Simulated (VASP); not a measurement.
# Zn in VASP: settings compared

One slab, Zn, is run at these levels: RPBE, RPBE+D3, RPBE+D3(BJ), RPBE+D4, LDA; tasks: relaxation of the atoms.

All numbers are computed with VASP 6.6.1; they aren't measurements. Logs are shortened: lines on timing, memory, paths and dates and some standing lists are left out, and cuts for length are marked.

### Step 1. The structure

The cell holds a slab with vacuum, 7 atoms: a = 2.665 Å, b = 2.665 Å, c = 29.840 Å, α = 90.00°, β = 90.00°, γ = 120.00°.

The slab is cut from a database's or a generator's crystal, which needn't be the stable form of the element.

### Step 2. Relaxation of the atoms, RPBE

INCAR

```
SYSTEM = Zn
  PREC = Accurate
  ENCUT = 520
  EDIFF = 1E-6
  ISMEAR = -1
  SIGMA = 0.05
  LREAL = .False.
  LASPH = .True.
  NELM = 100
  ALGO = Normal
  ISIF = 2
  LWAVE = .False.
  LCHARG = .False.
  LDIPOL = .True.
  IDIPOL = 3
  DIPOL = 0.5 0.5 0.500
  GGA = RP
  IBRION = 2
  NSW = 60
  EDIFFG = -0.005
```

KPOINTS

```
Automatic mesh
0
Gamma
  8 8 1
  0 0 0
```

POSCAR

```
Zn
1.0
    2.6647980532      0.0000000000      0.0000000000
   -1.3323990266      2.3077828100      0.0000000000
    0.0000000000      0.0000000000     29.8401000000
Zn
7
Selective dynamics
Direct
    0.6666666667      0.3333333334      0.2513396403  F F F
    0.3333333333      0.6666666666      0.3342264269  F F F
    0.6666666667      0.3333333334      0.4171132134  F F F
    0.3333333333      0.6666666666      0.5000000000  T T T
    0.6666666667      0.3333333334      0.5828867866  T T T
    0.3333333333      0.6666666666      0.6657735731  T T T
    0.6666666667      0.3333333334      0.7486603597  T T T
```

Potentials or basis: VASP PAW PBE potentials, release 64 (Zn).

On the command line:

```
> cat potpaw_PBE.64/Zn/POTCAR > POTCAR
> mpirun -np 1 vasp_std > vasp.out
```

OUTCAR:

```text
SYSTEM = Zn
   PREC = Accurate
   ENCUT = 520
   EDIFF = 1E-6
   ISMEAR = -1
   LREAL = .False.
   LASPH = .True.
   NELM = 100
   ISIF = 2
   GGA = RP
   IBRION = 2
   NSW = 60
   EDIFFG = -0.005

 ion  position               nearest neighbor table
   1  0.667  0.333  0.251-   2 2.91   2 2.91   2 2.91
   2  0.333  0.667  0.334-   3 2.91   3 2.91   3 2.91   1 2.91   1 2.91   1 2.91
   3  0.667  0.333  0.417-   2 2.91   2 2.91   2 2.91   4 2.91   4 2.91   4 2.91
   4  0.333  0.667  0.500-   3 2.91   5 2.91   3 2.91   5 2.91   3 2.91   5 2.91
   5  0.667  0.333  0.583-   6 2.91   6 2.91   6 2.91   4 2.91   4 2.91   4 2.91
   6  0.333  0.667  0.666-   5 2.91   5 2.91   5 2.91   7 2.91   7 2.91   7 2.91
   7  0.667  0.333  0.749-   6 2.91   6 2.91   6 2.91

  LATTYP: Found a hexagonal cell.
 ALAT       =     2.6647980532
 C/A-ratio  =    11.1978841940

  Lattice vectors:

 A1 = (   2.6647980532,   0.0000000000,   0.0000000000)
 A2 = (  -1.3323990266,   2.3077828100,   0.0000000000)
 A3 = (   0.0000000000,   0.0000000000,  29.8401000000)

Analysis of symmetry for initial positions (statically):
=====================================================================
 Subroutine PRICEL returns:
 Original cell was already a primitive cell.

 Routine SETGRP: Setting up the symmetry group for a
 hexagonal supercell.

 Subroutine GETGRP returns: Found 12 space group operations
 (whereof 12 operations were pure point group operations)
 out of a pool of 24 trial point group operations.

The static configuration has the point symmetry D_3h.

Analysis of symmetry for dynamics (positions and initial velocities):
=====================================================================
 Subroutine PRICEL returns:
 Original cell was already a primitive cell.

 Routine SETGRP: Setting up the symmetry group for a
 hexagonal supercell.

 Subroutine GETGRP returns: Found 12 space group operations
 (whereof 12 operations were pure point group operations)
 out of a pool of 24 trial point group operations.

The dynamic configuration has the point symmetry D_3h.

Analysis of constrained symmetry for selective dynamics:
=====================================================================
 Subroutine PRICEL returns:
 Original cell was already a primitive cell.
[... 131 lines left out ...]
   IVDW    =     0    specifies the selected vdW correction
   LEPSILON=     F    determine dielectric tensor
   LRPA    =     F    only Hartree local field effects (RPA)
 conjugate gradient relaxation of ions
 non-spin polarized calculation
  energy-cutoff  :      520.00
  volume of cell :      183.51
 maximum number of plane-waves:      5019
 NGX is ok and might be reduce to    20
   NGX =  9   NGY =  9   NGZ =111

--------------------------------------- Ionic step        1  -------------------------------------------

 number of electron      84.0000007 magnetization

 Free energy of the ion-electron system (eV)
  ---------------------------------------------------
  ext. energy  EPLUGINS =         0.00000000
  ---------------------------------------------------
  free energy    TOTEN  =        -4.91787393 eV

  energy without entropy =       -4.89727389  energy(sigma->0) =       -4.90757391

------------------------ aborting loop because EDIFF is reached ----------------------------------------

  FORCE on cell =-STRESS in cart. coord.  units (eV):
  Direction    XX          YY          ZZ          XY          YZ          ZX
  --------------------------------------------------------------------------------------
  -------------------------------------------------------------------------------------
  Total        1.2003485      1.2003485      1.2841017      0.0000000     -0.0000000     -0.0000000
  in kB       10.4799309     10.4799309     11.2111589      0.0000000     -0.0000000     -0.0000000
  external PRESSURE =      10.7236735 kB  Pullay stress =       0.0000000 kB
[... 104 lines left out ...]
  FREE ENERGIE OF THE ION-ELECTRON SYSTEM (eV)
  ---------------------------------------------------
  free  energy   TOTEN  =        -4.9293846048 eV

  energy  without entropy=       -4.9088200742  energy(sigma->0) =       -4.91910234

 dipolmoment           0.000000      0.000000      0.001554 electrons x Angstroem

 vacuum level on the upper side and lower side of the slab       (xc-potential included)        -0.219         0.055

[... ionic steps 4 to 17 ...]

--------------------------------------- Ionic step       18  -------------------------------------------

 number of electron      84.0000018 magnetization

------------------------ aborting loop because EDIFF is reached ----------------------------------------
[... 77 lines left out ...]
--------------------------------------- Ionic step       20  -------------------------------------------

 number of electron      84.0000018 magnetization

 dipolmoment           0.000000      0.000000     -0.005018 electrons x Angstroem

 Free energy of the ion-electron system (eV)
  ---------------------------------------------------
  ext. energy  EPLUGINS =         0.00000000
  ---------------------------------------------------
  free energy    TOTEN  =        -4.94044103 eV

  energy without entropy =       -4.92101049  energy(sigma->0) =       -4.93072576

 E-fermi :   0.1775     XC(G=0):  -7.2383

 val. band max:        0.1504295117   @ k =   0.3750   0.1250   0.0000
 cond. band min:       0.1978781991   @ k =   0.3750   0.2500   0.0000
 fundamental gap:      0.0474486874
 Fermi energy:         0.1774723495

 k-point     1 :       0.0000    0.0000    0.0000
  band No.  band energies     occupation
      1      -9.8865      2.00000
      2      -9.4947      2.00000
      3      -9.0153      2.00000
      4      -8.5909      2.00000
      5      -8.3579      2.00000
      6      -8.2281      2.00000
[... 519 lines left out ...]
     49       3.6751      0.00000
     50       3.9729      0.00000

------------------------ aborting loop because EDIFF is reached ----------------------------------------

 vacuum level on the upper side and lower side of the slab       (xc-potential included)        -0.210        -0.057

  FORCE on cell =-STRESS in cart. coord.  units (eV):
  Direction    XX          YY          ZZ          XY          YZ          ZX
  --------------------------------------------------------------------------------------
  -------------------------------------------------------------------------------------
  Total        1.0122519      1.0122519      0.2256576      0.0000000      0.0000000      0.0000000
  in kB        8.8377087      8.8377087      1.9701576      0.0000000      0.0000000      0.0000000
  external PRESSURE =       6.5485250 kB  Pullay stress =       0.0000000 kB
[... 22 lines left out ...]
  FREE ENERGIE OF THE ION-ELECTRON SYSTEM (eV)
  ---------------------------------------------------
  free  energy   TOTEN  =        -4.9404410331 eV

  energy  without entropy=       -4.9210104939  energy(sigma->0) =       -4.93072576

 reached required accuracy - stopping structural energy minimisation

 vacuum level on the upper side and lower side of the slab         3.880         4.036
```

OSZICAR:

```text
N       E                     dE             d eps       ncg     rms          rms(c)
DAV:   1     0.606846493089E+03    0.60685E+03   -0.41447E+04  1000   0.226E+03
DAV:   2     0.533681335094E+02   -0.55348E+03   -0.53919E+03  1000   0.483E+02
DAV:   3    -0.400084828920E+01   -0.57369E+02   -0.56710E+02  1050   0.162E+02
[... 234 lines left out ...]
DAV:   2    -0.494046746917E+01   -0.53784E-04   -0.49506E-04  1386   0.461E-01    0.201E-02
DAV:   3    -0.494043884376E+01    0.28625E-04   -0.57662E-04  1244   0.571E-01    0.107E-02
DAV:   4    -0.494044158156E+01   -0.27378E-05   -0.47514E-05  1062   0.834E-02    0.527E-03
DAV:   5    -0.494044063900E+01    0.94256E-06   -0.26628E-05   670   0.916E-02    0.280E-03
DAV:   6    -0.494044090414E+01   -0.26514E-06   -0.11357E-05  1064   0.707E-02    0.342E-03
DAV:   7    -0.494044103310E+01   -0.12897E-06   -0.27269E-06   746   0.306E-02
  20 F= -.49404410E+01 E0= -.49307258E+01  d E =-.117132E-03
```

Run time: 14 min. Hardware: 1 thread of AMD EPYC 9R45 (Zen 5), shared host; peak memory 0.28 GiB.

What came out:

| Item | Value |
| --- | --- |
| Free energy | -4.9404 eV |
| Energy gained by relaxing | 3.2 meV/atom |
| Ionic steps | 20 |
| Band gap on the k mesh | none (metal or under the smearing width) |

The path:
| step | energy change (eV) | largest force (eV/Å) | pressure (GPa) |
| --- | --- | --- | --- |
| 1 | 0.0000 | 0.2071 | 1.07 |
| 2 | -0.0039 | 0.2086 | 1.05 |
| 3 | -0.0115 | 0.2132 | 0.96 |
| 4 | -0.0095 | 0.2207 | 1.02 |
| 5 | -0.0134 | 0.2166 | 0.98 |
| 6 | -0.0150 | 0.2160 | 0.95 |
| 7 | -0.0177 | 0.2144 | 0.96 |
| 8 | -0.0180 | 0.2136 | 0.90 |
| 9 | -0.0190 | 0.2172 | 0.91 |
| 10 | -0.0203 | 0.2223 | 0.86 |
| 11 | -0.0208 | 0.2322 | 0.79 |
| 12 | -0.0209 | 0.2291 | 0.81 |
| 13 | -0.0215 | 0.2300 | 0.76 |
| 14 | -0.0216 | 0.2303 | 0.74 |
| 15 | -0.0218 | 0.2311 | 0.76 |
| 16 | -0.0223 | 0.2298 | 0.74 |
| 17 | -0.0224 | 0.2286 | 0.65 |
| 18 | -0.0224 | 0.2291 | 0.66 |
| 19 | -0.0226 | 0.2275 | 0.65 |
| 20 | -0.0226 | 0.2269 | 0.65 |

Final structure:
```yaml
crystal:
  lattice:
    - [2.66480, 0.00000, 0.00000]
    - [-1.33240, 2.30778, 0.00000]
    - [0.00000, 0.00000, 29.84010]
  atoms:
    - { symbol: Zn, position: [0.66667, 0.33333, 0.25134] }
    - { symbol: Zn, position: [0.33333, 0.66667, 0.33423] }
    - { symbol: Zn, position: [0.66667, 0.33333, 0.41711] }
    - { symbol: Zn, position: [0.33333, 0.66667, 0.50033] }
    - { symbol: Zn, position: [0.66667, 0.33333, 0.58304] }
    - { symbol: Zn, position: [0.33333, 0.66667, 0.66672] }
    - { symbol: Zn, position: [0.66667, 0.33333, 0.75903] }
```

Caveat: the PAW data sets were made with another functional, which shifts forces and pressure a little.

### Step 3. Relaxation of the atoms, RPBE+D3

Changes to INCAR since step 2:

```diff
@@ -17,2 +17,3 @@
   GGA = RP
+  IVDW = 11
   IBRION = 2
```

KPOINTS is that of step 2.

POSCAR is that of step 2.

Potentials or basis: VASP PAW PBE potentials, release 64 (Zn).

On the command line:

```
> cat potpaw_PBE.64/Zn/POTCAR > POTCAR
> mpirun -np 1 vasp_std > vasp.out
```

Wall time 12 min (1 thread of AMD EPYC 9R45 (Zen 5), shared host); peak memory 0.29 GiB.

Results (log left out):

- Free energy: -8.1173 eV
- Energy gained by relaxing: 2.9 meV/atom
- Ionic steps: 19
- Band gap on the k mesh: none (metal or under the smearing width)
- Dispersion energy per atom: -0.455 eV

The path:
```
step  energy change (eV)  largest force (eV/Å)  pressure (GPa)
   1              0.0000                0.2595           -0.54
   2             -0.0046                0.2609           -0.56
   3             -0.0133                0.2662           -0.64
   4             -0.0091                0.2747           -0.61
   5             -0.0153                0.2690           -0.63
   6             -0.0166                0.2679           -0.64
   7             -0.0186                0.2642           -0.68
   8             -0.0186                0.2642           -0.64
   9             -0.0190                0.2665           -0.63
  10             -0.0197                0.2727           -0.68
  11             -0.0196                0.2871           -0.70
  12             -0.0199                0.2787           -0.67
  13             -0.0201                0.2807           -0.68
  14             -0.0201                0.2806           -0.65
  15             -0.0201                0.2805           -0.67
  16             -0.0202                0.2806           -0.64
  17             -0.0202                0.2814           -0.65
  18             -0.0203                0.2833           -0.63
  19             -0.0203                0.2832           -0.62
```

Final structure:
```
Zn
1.0
     2.66480    0.00000    0.00000
    -1.33240    2.30778    0.00000
     0.00000    0.00000   29.84010
Zn
7
Direct
  0.66667 0.33333 0.25134
  0.33333 0.66667 0.33423
  0.66667 0.33333 0.41711
  0.33333 0.66667 0.49888
  0.66667 0.33333 0.58003
  0.33333 0.66667 0.66141
  0.66667 0.33333 0.75141
```

Levels at points of the mesh, in eV from the Fermi level:
| k point | band 40 | band 41 | band 42 | band 43 | band 44 | band 45 |
| --- | --- | --- | --- | --- | --- | --- |
| (0.00, 0.00, 0.00) | -6.57 | -5.48 | -3.92 | -2.71 | -0.68 | 1.03 |
| (0.50, 0.00, 0.00) | -1.69 | -1.35 | -1.18 | 0.50 | 0.73 | 0.96 |

Caveat: the PAW data sets were made with another functional, which shifts forces and pressure a little.

### Step 4. Relaxation of the atoms, RPBE+D3(BJ)

Changes to INCAR since step 3:

```diff
@@ -17,3 +17,3 @@
   GGA = RP
-  IVDW = 11
+  IVDW = 12
   IBRION = 2
```

KPOINTS is that of step 3.

POSCAR is that of step 3.

On the command line:

```
> cat potpaw_PBE.64/Zn/POTCAR > POTCAR
> mpirun -np 1 vasp_std > vasp.out
```

It took 35 min on 1 thread of AMD EPYC 9R45 (Zen 5), shared host; peak memory 0.29 GiB.

The run converged. Its results:

| Quantity | Value |
| --- | --- |
| Free energy | -18.1992 eV |
| Energy gained by relaxing | 149.4 meV/atom |
| Ionic steps | 51 |
| Band gap on the k mesh | none (metal or under the smearing width) |
| Dispersion energy per atom | -1.986 eV |

The path:
| step | energy change (eV) | largest force (eV/Å) | pressure (GPa) |
| --- | --- | --- | --- |
| 1 | 0.0000 | 0.7160 | -11.25 |
| 3 | -0.1079 | 0.7006 | -11.02 |
| 5 | -0.3156 | 0.8410 | -8.83 |
| 7 | -0.3918 | 0.7614 | -9.52 |
| 9 | -0.2817 | 2.9035 | -6.85 |
| 11 | -0.5583 | 1.1971 | -8.81 |
| 13 | -0.6615 | 1.4996 | -7.81 |
| 15 | -0.7136 | 1.0776 | -8.19 |
| 17 | -0.8472 | 1.4797 | -7.53 |
| 19 | -0.9194 | 0.8439 | -7.89 |
| 21 | -0.9798 | 0.8660 | -7.83 |
| 23 | -0.9982 | 0.8369 | -7.82 |
| 25 | -1.0096 | 0.7706 | -7.73 |
| 27 | -1.0284 | 0.9586 | -7.29 |
| 29 | -1.0370 | 1.0449 | -7.14 |
| 31 | -1.0423 | 1.0052 | -7.00 |
| 33 | -1.0439 | 1.0388 | -6.90 |
| 35 | -1.0451 | 1.1466 | -6.81 |
| 37 | -1.0453 | 1.1413 | -6.81 |
| 39 | -1.0454 | 1.1381 | -6.78 |
| 41 | -1.0455 | 1.1417 | -6.74 |
| 43 | -1.0456 | 1.1534 | -6.74 |
| 45 | -1.0456 | 1.1536 | -6.73 |
| 47 | -1.0456 | 1.1533 | -6.73 |
| 49 | -1.0456 | 1.1567 | -6.71 |
| 51 | -1.0456 | 1.1633 | -6.70 |

Final structure:
```
Zn
1.0
     2.66480    0.00000    0.00000
    -1.33240    2.30778    0.00000
     0.00000    0.00000   29.84010
Zn
7
Direct
  0.66667 0.33333 0.25134
  0.33333 0.66667 0.33423
  0.66667 0.33333 0.41711
  0.33333 0.66667 0.48592
  0.66667 0.33333 0.55457
  0.33333 0.66667 0.62356
  0.66667 0.33333 0.69439
```

Levels at points of the mesh, in eV from the Fermi level:
```
           k point  band 40  band 41  band 42  band 43  band 44  band 45
(0.00, 0.00, 0.00)    -6.62    -5.40    -3.31    -2.32     0.48     2.55
(0.50, 0.00, 0.00)    -2.00    -1.75    -1.40     0.38     0.87     1.04
```

Caveat: the PAW data sets were made with another functional, which shifts forces and pressure a little.

(Continued in part 2 of 2.)
